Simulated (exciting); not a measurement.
## Ge: equation of state with PBEsol

**What was measured.**

From “Sub-monolayer structures of Ag overlayers on Ge(111): experimental observations and first-principles study”, 2019, arxiv:1908.00180, for a bulk crystal of Ge: bulk modulus 75.8 GPa.

Ge:

```xyz
2
Lattice="0.0000 2.8289 2.8289 2.8289 0.0000 2.8289 2.8289 2.8289 0.0000" Properties=species:S:1:pos:R:3 pbc="T T T"
Ge    4.2434    4.2434    4.2434
Ge    2.8289    2.8289    2.8289
```

```yaml
Program: exciting (release sodium)
Task: equation of state
Functional: PBEsol
Potentials_or_basis: all-electron LAPW+lo, shipped species files, valence relativity iora*
rgkmax: 9
k_mesh: 8 × 8 × 8
Occupations: fermi-dirac, width 0.05 eV
Spin: no spin polarisation
gmaxvr_cutoff_of_density_and_potential: 14 1/bohr
lmaxapw_and_lmaxmat: 10
lmaxvr: 8
nempty: 10
Valence_relativity: iora*
Muffin-tin_radii: Ge 2.0 bohr
```

| Property | Result |
| --- | --- |
| Equilibrium volume | 22.85 Å³/atom |
| Bulk modulus | 66 GPa |
| Pressure derivative of the bulk modulus | 4.9 |

Energy against volume, from the lowest point:
```csv
volume (Å³/atom),energy (meV/atom)
21.281,25.20
21.733,12.01
22.186,3.79
22.639,0.05
23.092,0.00
23.545,3.60
23.997,10.23
```

Against the measured bulk modulus of Ge, 75.8 GPa (quoted in “Sub-monolayer structures of Ag overlayers on Ge(111): experimental observations and first-principles study”, 2019, arxiv:1908.00180), the calculated 66 GPa is off by -13.2 %. The fit is for a static lattice scaled at fixed shape and fixed fractional positions. The cell as given is a measured one (22.64 Å³/atom); PBEsol puts the equilibrium volume +0.9 % from it, thermal expansion not counted.
